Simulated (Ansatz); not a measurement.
**Sr: the order of phases at one pressure**

Which of fcc, bcc, hcp, dhcp, omega, beta tin has the lowest enthalpy for Sr at one common pressure? The runs shown use PAW.

Method: DFT, PBE, PAW with Ansatz's default frozen-core files, scalar-relativistic, in Ansatz 0.2.0.

## (1) The structure to begin with

The structure is cubic, space group Fm-3m (No. 225). Conventional cell: a = 6.038 Å, b = 6.038 Å, c = 6.038 Å, α = 90.00°, β = 90.00°, γ = 90.00°. Sr (site symmetry m-3m) has 12 Sr at 4.27 Å in its first shell of neighbours.

Structure file:

```xyz
1
Lattice="0.0000 3.0191 3.0191 3.0191 0.0000 3.0191 3.0191 3.0191 0.0000" Properties=species:S:1:pos:R:3 pbc="T T T"
Sr    0.0000    0.0000    0.0000
```

## (2) Cell relaxed at zero pressure, PAW

Input file input.yaml:

```yaml
crystal:
  lattice:
    - [0.0, 3.0191369257, 3.0191369257]
    - [3.0191369257, 0.0, 3.0191369257]
    - [3.0191369257, 3.0191369257, 0.0]
  atoms:
    - { symbol: Sr, position: [0.0, 0.0, 0.0] }
kpoints:
  mp_grid: { grid: [11, 11, 11] }
scf:
  occupations: { method: fermi_dirac, width: 0.05 }
hamiltonian:
  xc: pbe
  pseudopotentials: { kind: paw }
output:
  forces: true
  stress: true
relax:
  f_tol: 0.005
  max_steps: 40
  cell: {}
```

Started as:

```bash
ansatz run input.yaml --threads 1 --pin off --max-ram 3584MiB --backend cpu --events-out ev --progress --plain --runs-dir out
```

The runs that follow: Volume scaled by 0.682, to set the pressure, PAW; Fcc relaxed under pressure, PAW; Bcc relaxed under pressure, PAW; Hcp relaxed under pressure, PAW; Dhcp relaxed under pressure, PAW; Omega relaxed under pressure, PAW; Beta tin relaxed under pressure, PAW.

Before running it: what results should come out? Wanted: pressure; lowest.

As calculated:

| quantity | value |
| --- | --- |
| pressure | 8.2 GPa |
| lowest (PAW) | bcc, 28.3 meV/atom under fcc |

In words: By PAW the order is bcc < fcc ≈ hcp < dhcp < omega < beta tin. Only these structures were tried, with electrons smeared by 0.05 eV and without vibrations, so the true ground state may be another. The k meshes differ between phases and weren't tested, which can move differences by some meV.
